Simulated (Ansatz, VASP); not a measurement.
HfO2 in VASP and in Ansatz

```xyz
6
Lattice="3.5580 0.0000 0.0000 0.0000 3.5580 0.0000 0.0000 0.0000 5.1719" Properties=species:S:1:pos:R:3 pbc="T T T"
Hf    0.0000    0.0000    0.0000
Hf    1.7790    1.7790    2.5859
O     0.0000    1.7790    1.0199
O     1.7790    0.0000    1.5660
O     1.7790    0.0000    4.1519
O     0.0000    1.7790    3.6059
```

Alike in both runs: functional PBEsol; k mesh 8 × 8 × 5; occupations fermi-dirac, width 0.05 eV; no spin polarisation.

|  | VASP | Ansatz |
| --- | --- | --- |
| version | VASP 6.6.1 | Ansatz 0.2.0 |
| potentials or method | VASP PAW PBE potentials, release 64 (Hf_pv, O), cutoff 520 eV | all-electron LAPW, scalar-relativistic |
| task | single point | band structure |

Ansatz gave:

```
gap on the k mesh at the Fermi level (eV)       : 4.65
least direct gap on the mesh (eV)               : 4.71
pressure (GPa)                                  : 1.9
largest component of the traceless stress (GPa) : 0.46
rms of the force components (eV/Å)              : 0.042
```

Q: What did VASP give for the same quantities?

A: gap on the k mesh at the Fermi level (eV): 4.64; least direct gap on the mesh (eV): 4.71; pressure (GPa): -1.4; largest component of the traceless stress (GPa): 0.44; rms of the force components (eV/Å): 0.029.

Atom by atom the forces differ by 0.013 eV/Å (rms over components). Ansatz ran all-electron here, so the differences hold the error of VASP's frozen core and of both bases.

Caveats: spin-orbit coupling is left out, which moves the levels of the heavy elements; the PAW data sets were made with another functional, which shifts forces and pressure a little (VASP); an odd mesh through Γ misses points on the zone boundary, where band edges often lie (VASP). As with any semilocal functional, this PBEsol gap is likely too small.
